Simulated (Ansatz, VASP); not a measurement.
## Se: VASP beside Ansatz

```
Se
1.0
    -1.91215    1.91215    1.35189
     1.91215   -1.91215    1.35189
     1.91215    1.91215   -1.35189
Se
1
Cartesian
  0.0000 0.0000 0.0000
```

Alike in both runs: task single point; functional PBE; dispersion D3(BJ); k mesh 22 × 22 × 22; occupations gaussian, width 0.15 eV; no spin polarisation.

```csv
,VASP,Ansatz
version,VASP 6.6.1,Ansatz 0.2.0
potentials or method,"VASP PAW PBE potentials, release 64 (Se)","scalar-relativistic, plane waves, PAW"
plane-wave cutoff (eV),520,420
valence electrons in the cell,6,16
```

|  | VASP | Ansatz | Ansatz less VASP |
| --- | --- | --- | --- |
| gap on the k mesh at the Fermi level (eV) | none | none | - |
| pressure (GPa) | 3.1 | 3.0 | -0.02 |
| largest component of the traceless stress (GPa) | 2.35 | 2.33 | -0.016 |

A gap of «none» marks a metal or a gap that the smearing closes. The two sets of potentials don't hold the same shells in valence.

Caveats: pairwise dispersion overbinds metals, which lowers pressure and volume.
